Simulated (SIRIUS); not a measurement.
# Sc (I4/mmm) in SIRIUS: convergence with k mesh

Aim: find how far k mesh must go before the results for Sc settle, at PBEsol. This setting moves, with any that are tied to it; all else stays.

Program: SIRIUS 7.12.0. These are calculated values, not measurements. Logs are shortened: lines on timing, memory, paths and dates and some standing lists are left out, and cuts for length are marked. The log counts tension as positive stress, the text compression.

## (1) The crystal as given

Symmetry: I4/mmm, No. 139, tetragonal system. Conventional cell: a = 3.834 Å, b = 3.834 Å, c = 3.435 Å, α = 90.00°, β = 90.00°, γ = 90.00°. Sc (site symmetry 4/mmm) is surrounded by 10 Sc at 3.21 to 3.44 Å.

This isn't the form of Sc at room conditions, which is hcp.

## (2) With k mesh 3 × 3 × 3

File sirius.json:

```json
{
  "control": {
    "processing_unit": "cpu",
    "verbosity": 2,
    "num_bands_to_print": 12,
    "print_forces": true,
    "print_stress": true
  },
  "parameters": {
    "electronic_structure_method": "pseudopotential",
    "xc_functionals": ["XC_GGA_X_PBE_SOL", "XC_GGA_C_PBE_SOL"],
    "gk_cutoff": 6.4,
    "pw_cutoff": 20.0,
    "ngridk": [3, 3, 3],
    "shiftk": [0, 0, 0],
    "smearing": "cold",
    "smearing_width": 0.0018374661,
    "num_bands": 12,
    "num_mag_dims": 0,
    "num_dft_iter": 100,
    "energy_tol": 1e-08,
    "density_tol": 1e-06
  },
  "iterative_solver": {
    "type": "davidson",
    "min_tolerance": 1e-10
  },
  "mixer": {
    "type": "anderson",
    "beta": 0.7,
    "max_history": 8
  },
  "settings": {
    "tol_ne": 1e-10
  },
  "unit_cell": {
    "lattice_vectors": [
      [-3.622993292981, 3.622993292981, 3.245799260836],
      [3.622993292981, -3.622993292981, 3.245799260836],
      [3.622993292981, 3.622993292981, -3.245799260836]
    ],
    "atom_coordinate_units": "lattice",
    "atom_types": ["Sc"],
    "atom_files": {
      "Sc": "Sc.json"
    },
    "atoms": {
      "Sc": [
        [0.0, 0.0, 0.0]
      ]
    }
  }
}
```

Potentials or basis: GBRV 1.5 PBEsol (ultrasoft).

On the command line:

```bash
upf_to_json sc_pbesol_v1.uspp.F.UPF
OMP_NUM_THREADS=1 sirius.scf --input=sirius.json --output=out.json --task=0
```

The log of the run:

```text
[info] SIRIUS version : 7.12.0
[info] number of MPI ranks           : 1
[info] MPI grid                      : 1 1
[info] maximum number of OMP threads : 1
[fft] FFT context for density and potential
[fft] =====================================
[fft]   comm size                             : 1
[fft]   plane wave cutoff                     : 20
[fft]   grid size                             : 45 45 45   total : 91125
[fft]   grid limits                           : -22 22   -22 22   -22 22
[fft]   number of G-vectors within the cutoff : 11473
[fft]   local number of G-vectors             : 11473
[fft]   number of G-shells                    : 1660
[fft] FFT context for coarse grid
[fft] =====================================
[fft]   comm size                             : 1
[fft]   plane wave cutoff                     : 12.8
[fft]   grid size                             : 27 27 27   total : 19683
[fft]   grid limits                           : -13 13   -13 13   -13 13
[fft]   number of G-vectors within the cutoff : 3037
[fft]   local number of G-vectors             : 3037
[fft]   number of G-shells                    : 473
[unit cell] lattice vectors
[unit cell]   a1 :      -3.6229932930      3.6229932930      3.2457992608
[unit cell]   a2 :       3.6229932930     -3.6229932930      3.2457992608
[unit cell]   a3 :       3.6229932930      3.6229932930     -3.2457992608
[unit cell] reciprocal lattice vectors
[unit cell]   b1 :       0.0000000000      0.8671262681      0.9678949316
[unit cell]   b2 :       0.8671262681      0.0000000000      0.9678949316
[unit cell]   b3 :       0.8671262681      0.8671262681      0.0000000000
[unit cell] unit cell volume :       170.41848825 [a.u.^3]
[unit cell] 1/sqrt(omega)    :         0.07660227
[unit cell] MT volume        :         0.00000000 ( 0.00%)
[unit cell] IT volume        :       170.41848825 (100.00%)
[unit cell] number of atom types : 1
[unit cell] type id : 0 symbol : Sc mt_radius : 206.099352 num_atoms : 1
[unit cell] total number of atoms : 1
[unit cell] number of symmetry classes : 1
[unit cell] number of PAW atoms : 0
[unit cell] atom id  type id  class id             position                      vector_field
[unit cell] ------------------------------------------------------------------------------------------
[unit cell]      0        0        0      0.00000   0.00000   0.00000      0.00000   0.00000   0.00000
[unit cell] atom id         position (Cartesian, a.u.)
[unit cell] ---------------------------------------------
[unit cell]      0       0.000000    0.000000    0.000000
[unit cell] class id : 0 atom id : 0
[unit cell] minimum bond length:     6.065260
[unit cell] total number of pseudo wave-functions: 13
[sym] space group number   : 139
[sym] international symbol : I4/mmm
[sym] Hall symbol          : -I 4 2
[sym] space group transformation matrix :
[sym]  -0.5000  0.5000  0.5000
[... 275 lines left out ...]
[find_efermi_generic] Newton iteration converged after 10 steps
[find] Total energy                   :     -47.11263061 (Ha),     -94.22526122 (Ry)
[find] Free energy (E-TS)             :     -47.11240145 (Ha),     -94.22480291 (Ry)
[find] band gap (eV)                  :       0.00000000
[find] Efermi                         :       0.32041146
[find] iteration : 14, RMS (target) : 8.6039e-07 (1.0000e-06) , energy difference (target) : -1.2769e-08 (1.0000e-08)
[find] bands are converged : true
[find] iterative solver converged : false
[find] +------------------------------+
[find] | SCF iteration  15 out of 100|
[find] +------------------------------+
[diagonalize] iterative solver tolerance (occupied, empty): 2.53067e-08 2.53067e-08
[diagonalize] average number of iterations: 1
[diagonalize] Lowest band energies
[diagonalize] ik:    0   -1.481268   -0.691890   -0.691890   -0.691249    0.138877    0.369795    0.395210    0.395210    0.419690    0.449241    0.817123    0.817123
[diagonalize] ik:    1   -1.479548   -0.702015   -0.695357   -0.692243    0.231301    0.344500    0.352891    0.435853    0.447512    0.449253    0.669397    0.739753
[diagonalize] ik:    2   -1.478799   -0.701140   -0.701128   -0.693596    0.315777    0.318209    0.329745    0.435528    0.448927    0.554227    0.563716    0.592026
[diagonalize] ik:    3   -1.479778   -0.702270   -0.693927   -0.691479    0.222443    0.342154    0.370751    0.413801    0.441278    0.454263    0.633911    0.771004
[diagonalize] ik:    4   -1.478487   -0.700887   -0.699597   -0.696845    0.275156    0.318328    0.405505    0.426794    0.447386    0.450264    0.641016    0.713336
[diagonalize] ik:    5   -1.478255   -0.700602   -0.699345   -0.699345    0.295821    0.320660    0.396215    0.396215    0.447800    0.500523    0.658296    0.658296
[find_efermi_generic] Newton iteration converged after 10 steps
[find] Charges and magnetic moments
[find] --------------------------------------------------------------------------------
[find] total charge          : 11.000000
[find] Energy
[find] --------------------------------------------------------------------------------
[find] valence_eval_sum               :      -6.29924919
[find] <rho|V^{XC}>                   :      -7.99948156
[find] <rho|E^{XC}>                   :      -6.57758749
[find] <mag|B^{XC}>                   :       0.00000000
[find] <rho|V^{H}>                    :      21.45396392
[find] one-electron contribution      :     -19.75373155 (Ha),     -39.50746310 (Ry)
[find] hartree contribution           :      10.72698196
[find] xc contribution                :      -6.57758749
[find] ewald contribution             :     -31.50829270
[find] PAW contribution               :       0.00000000
[find] smearing (-TS)                 :       0.00022915
[find] SCF correction                 :      -0.00000082
[find] Total energy                   :     -47.11263061 (Ha),     -94.22526122 (Ry)
[find] Free energy (E-TS)             :     -47.11240145 (Ha),     -94.22480291 (Ry)
[find] band gap (eV)                  :       0.00000000
[find] Efermi                         :       0.32041161
[find] iteration : 15, RMS (target) : 5.2815e-07 (1.0000e-06) , energy difference (target) : 2.4869e-09 (1.0000e-08)
[find] bands are converged : true
[find] iterative solver converged : false
[find] converged after 16 SCF iterations!
[find] Charges and magnetic moments
[find] --------------------------------------------------------------------------------
[find] total charge          : 11.000000
[find] Energy
[find] --------------------------------------------------------------------------------
[find] valence_eval_sum               :      -6.29924919
[find] <rho|V^{XC}>                   :      -7.99948156
[find] <rho|E^{XC}>                   :      -6.57758749
[find] <mag|B^{XC}>                   :       0.00000000
[find] <rho|V^{H}>                    :      21.45396392
[find] one-electron contribution      :     -19.75373155 (Ha),     -39.50746310 (Ry)
[find] hartree contribution           :      10.72698196
[find] xc contribution                :      -6.57758749
[find] ewald contribution             :     -31.50829270
[find] PAW contribution               :       0.00000000
[find] smearing (-TS)                 :       0.00022915
[find] SCF correction                 :      -0.00000082
[find] Total energy                   :     -47.11263061 (Ha),     -94.22526122 (Ry)
[find] Free energy (E-TS)             :     -47.11240145 (Ha),     -94.22480291 (Ry)
[find] band gap (eV)                  :       0.00000000
[find] Efermi                         :       0.32041161
[ground_state] === stress tensor components [kbar] ===
[ground_state] === stress_kin ===
[ground_state] -7088.011588    0.000000   -0.000000
[ground_state]     0.000000-7088.011588    0.000000
[ground_state]    -0.000000    0.000000-7087.643833
[ground_state] === stress_har ===
[ground_state] -6054.897940    0.000000    0.000000
[ground_state]     0.000000-6054.897940   -0.000000
[ground_state]     0.000000   -0.000000-6409.243168
[ground_state] === stress_ewald ===
[ground_state] 18351.530593    0.000000   -0.000000
[ground_state]     0.00000018351.530593    0.000000
[ground_state]    -0.000000    0.00000017692.788940
[ground_state] === stress_vloc ===
[ground_state] -3405.613014    0.000000    0.000000
[ground_state]     0.000000-3405.613014    0.000000
[ground_state]     0.000000    0.000000-2380.163604
[ground_state] === stress_xc ===
[ground_state]  2528.231921    0.000000   -0.000000
[ground_state]     0.000000 2528.231921   -0.000000
[ground_state]    -0.000000   -0.000000 2526.676962
[ground_state] === stress_core ===
[ground_state]  1004.312536    0.000000    0.000000
[ground_state]     0.000000 1004.312536    0.000000
[ground_state]     0.000000    0.000000 1004.174686
[ground_state] === stress_nonloc ===
[ground_state]  -282.167272    0.000000    0.000000
[ground_state]     0.000000 -282.167272   -0.000000
[ground_state]     0.000000   -0.000000 -241.659763
[ground_state] === stress_us ===
[ground_state] -5032.425024    0.000000   -0.000000
[ground_state]     0.000000-5032.425024    0.000000
[ground_state]    -0.000000    0.000000-5042.257132
[ground_state] === stress_us_nl ===
[ground_state] -5314.592295    0.000000   -0.000000
[ground_state]     0.000000-5314.592295   -0.000000
[ground_state]    -0.000000   -0.000000-5283.916895
[ground_state] === stress_total ===
[ground_state]    20.960212    0.000000   -0.000000
[ground_state]     0.000000   20.960212    0.000000
[ground_state]    -0.000000    0.000000   62.673087
[ground_state] ==== total Forces in Ha/bohr =====
[ground_state] atom:    0, force:       0.0000000      0.0000000      0.0000000
[ground_state] ==== ultrasoft contribution from Qij =====
[ground_state] atom:    0, force:       0.0000000      0.0000000      0.0000000
[ground_state] ==== non-local contribution from Beta-projector =====
[ground_state] atom:    0, force:       0.0000000      0.0000000      0.0000000
[ground_state] ==== contribution from local potential =====
[ground_state] atom:    0, force:       0.0000000      0.0000000      0.0000000
[ground_state] ==== contribution from core density =====
[ground_state] atom:    0, force:       0.0000000      0.0000000      0.0000000
[ground_state] ==== Ewald forces from ions =====
[ground_state] atom:    0, force:       0.0000000      0.0000000      0.0000000
[~DFT_ground_state] local op. applied: 2359
[~DFT_ground_state] evp. work count: 828.405
[~DFT_ground_state] number of iterative solver steps: 114
```

Wall time 7.7 s (1 thread of Intel Xeon Platinum 8259CL at 2.50GHz (Skylake/Cascade Lake), shared host); peak memory 0.17 GiB.

Results:

- Free energy: -1281.9938 eV
- Pressure: -3.5 GPa
- Band gap on the k mesh: none (metal or under the smearing width)

## (3) With k mesh 5 × 5 × 5

sirius.json: that of step 2 with these lines changed.

```diff
@@ -13,3 +13,3 @@
     "pw_cutoff": 20.0,
-    "ngridk": [3, 3, 3],
+    "ngridk": [5, 5, 5],
     "shiftk": [0, 0, 0],
```

Potentials or basis: GBRV 1.5 PBEsol (ultrasoft).

On the command line:

```bash
upf_to_json sc_pbesol_v1.uspp.F.UPF
OMP_NUM_THREADS=1 sirius.scf --input=sirius.json --output=out.json --task=0
```

Wall time 12 s (1 thread of Intel Xeon Platinum 8259CL at 2.50GHz (Skylake/Cascade Lake), shared host); peak memory 0.18 GiB.

What came out:

| Item | Value |
| --- | --- |
| Free energy | -1282.0924 eV |
| Pressure | -3.1 GPa |
| Band gap on the k mesh | none (metal or under the smearing width) |

## (4) With k mesh 7 × 7 × 7

sirius.json: that of step 3 with these lines changed.

```diff
@@ -13,3 +13,3 @@
     "pw_cutoff": 20.0,
-    "ngridk": [5, 5, 5],
+    "ngridk": [7, 7, 7],
     "shiftk": [0, 0, 0],
```

On the command line:

```bash
upf_to_json sc_pbesol_v1.uspp.F.UPF
OMP_NUM_THREADS=1 sirius.scf --input=sirius.json --output=out.json --task=0
```

Wall time 14 s (1 thread of Intel Xeon Platinum 8259CL at 2.50GHz (Skylake/Cascade Lake), shared host); peak memory 0.2 GiB.

Results:

```
Free energy            : -1282.1128 eV
Pressure               : -3.2 GPa
Band gap on the k mesh : none (metal or under the smearing width)
```

## (5) With k mesh 9 × 9 × 9

sirius.json: that of step 4 with these lines changed.

```diff
@@ -13,3 +13,3 @@
     "pw_cutoff": 20.0,
-    "ngridk": [7, 7, 7],
+    "ngridk": [9, 9, 9],
     "shiftk": [0, 0, 0],
```

On the command line:

```bash
upf_to_json sc_pbesol_v1.uspp.F.UPF
OMP_NUM_THREADS=1 sirius.scf --input=sirius.json --output=out.json --task=0
```

Run time: 19 s. Hardware: 1 thread of Intel Xeon Platinum 8259CL at 2.50GHz (Skylake/Cascade Lake), shared host; peak memory 0.24 GiB.

It converged, with:

```yaml
Free_energy: -1282.1115 eV
Pressure: -2.9 GPa
Band_gap_on_the_k_mesh: none (metal or under the smearing width)
```

## (6) With k mesh 11 × 11 × 11

sirius.json: that of step 5 with these lines changed.

```diff
@@ -13,3 +13,3 @@
     "pw_cutoff": 20.0,
-    "ngridk": [9, 9, 9],
+    "ngridk": [11, 11, 11],
     "shiftk": [0, 0, 0],
```

Potentials or basis: GBRV 1.5 PBEsol (ultrasoft).

On the command line:

```bash
upf_to_json sc_pbesol_v1.uspp.F.UPF
OMP_NUM_THREADS=1 sirius.scf --input=sirius.json --output=out.json --task=0
```

It took 31 s on 1 thread of Intel Xeon Platinum 8259CL at 2.50GHz (Skylake/Cascade Lake), shared host; peak memory 0.29 GiB.

The run converged. Its results:

| Quantity | Value |
| --- | --- |
| Free energy | -1282.1119 eV |
| Pressure | -3.1 GPa |
| Band gap on the k mesh | none (metal or under the smearing width) |

## (7) With k mesh 13 × 13 × 13

sirius.json: that of step 6 with these lines changed.

```diff
@@ -13,3 +13,3 @@
     "pw_cutoff": 20.0,
-    "ngridk": [11, 11, 11],
+    "ngridk": [13, 13, 13],
     "shiftk": [0, 0, 0],
@@ -37,6 +37,7 @@
     "lattice_vectors": [
-      [-3.622993292981, 3.622993292981, 3.245799260836],
-      [3.622993292981, -3.622993292981, 3.245799260836],
-      [3.622993292981, 3.622993292981, -3.245799260836]
+      [-0.597335242054, 0.597335242054, 0.535145977468],
+      [0.597335242054, -0.597335242054, 0.535145977468],
+      [0.597335242054, 0.597335242054, -0.535145977468]
     ],
+    "lattice_vectors_scale": 6.0652595694,
     "atom_coordinate_units": "lattice",
```

On the command line:

```bash
upf_to_json sc_pbesol_v1.uspp.F.UPF
OMP_NUM_THREADS=1 sirius.scf --input=sirius.json --output=out.json --task=0
```

Wall time 45 s (1 thread of Intel Xeon Platinum 8259CL at 2.50GHz (Skylake/Cascade Lake), shared host); peak memory 0.36 GiB.

The run converged. Its results:

```
Free energy            : -1282.1117 eV
Pressure               : -3.1 GPa
Band gap on the k mesh : none (metal or under the smearing width)
```

## (8) With k mesh 16 × 16 × 16

sirius.json: that of step 7 with these lines changed.

```diff
@@ -13,3 +13,3 @@
     "pw_cutoff": 20.0,
-    "ngridk": [13, 13, 13],
+    "ngridk": [16, 16, 16],
     "shiftk": [0, 0, 0],
@@ -37,7 +37,6 @@
     "lattice_vectors": [
-      [-0.597335242054, 0.597335242054, 0.535145977468],
-      [0.597335242054, -0.597335242054, 0.535145977468],
-      [0.597335242054, 0.597335242054, -0.535145977468]
+      [-3.622993292981, 3.622993292981, 3.245799260836],
+      [3.622993292981, -3.622993292981, 3.245799260836],
+      [3.622993292981, 3.622993292981, -3.245799260836]
     ],
-    "lattice_vectors_scale": 6.0652595694,
     "atom_coordinate_units": "lattice",
```

On the command line:

```bash
upf_to_json sc_pbesol_v1.uspp.F.UPF
OMP_NUM_THREADS=1 sirius.scf --input=sirius.json --output=out.json --task=0
```

Run time: 79 s. Hardware: 1 thread of Intel Xeon Platinum 8259CL at 2.50GHz (Skylake/Cascade Lake), shared host; peak memory 0.53 GiB.

It converged, with:

```yaml
Free_energy: -1282.1121 eV
Pressure: -3.1 GPa
Band_gap_on_the_k_mesh: none (metal or under the smearing width)
```

## (9) With k mesh 20 × 20 × 20

sirius.json: that of step 8 with these lines changed.

```diff
@@ -13,3 +13,3 @@
     "pw_cutoff": 20.0,
-    "ngridk": [16, 16, 16],
+    "ngridk": [20, 20, 20],
     "shiftk": [0, 0, 0],
```

Potentials or basis: GBRV 1.5 PBEsol (ultrasoft).

On the command line:

```bash
upf_to_json sc_pbesol_v1.uspp.F.UPF
OMP_NUM_THREADS=1 sirius.scf --input=sirius.json --output=out.json --task=0
```

It took 2.4 min on 1 thread of Intel Xeon Platinum 8259CL at 2.50GHz (Skylake/Cascade Lake), shared host; peak memory 0.83 GiB.

The run converged. Its results:

```
Free energy            : -1282.1117 eV
Pressure               : -3.1 GPa
Band gap on the k mesh : none (metal or under the smearing width)
```

## (10) Result

| k mesh | energy less the tightest run (meV/atom) | pressure (GPa) | SCF cycles | CPU time (s) | peak memory (GiB) |
| --- | --- | --- | --- | --- | --- |
| 3 × 3 × 3 | 117.91 | -3.49 | 16 | 7.7 | 0.17 |
| 5 × 5 × 5 | 19.29 | -3.10 | 21 | 11 | 0.18 |
| 7 × 7 × 7 | -1.17 | -3.15 | 15 | 14 | 0.2 |
| 9 × 9 × 9 | 0.17 | -2.86 | 12 | 19 | 0.24 |
| 11 × 11 × 11 | -0.25 | -3.07 | 14 | 31 | 0.29 |
| 13 × 13 × 13 | -0.05 | -3.10 | 14 | 45 | 0.36 |
| 16 × 16 × 16 | -0.45 | -3.07 | 15 | 79 | 0.53 |
| 20 × 20 × 20 | 0.00 | -3.06 | 15 | 140 | 0.83 |

Against the tightest run, the energy stays within 1 meV/atom from 9 × 9 × 9 on; the pressure stays within 0.1 GPa from 11 × 11 × 11 on. Meshes of other sizes hit other points, so gaps and Fermi surfaces needn't settle smoothly. The tightest run that finished is the yardstick and may itself not be fully converged.
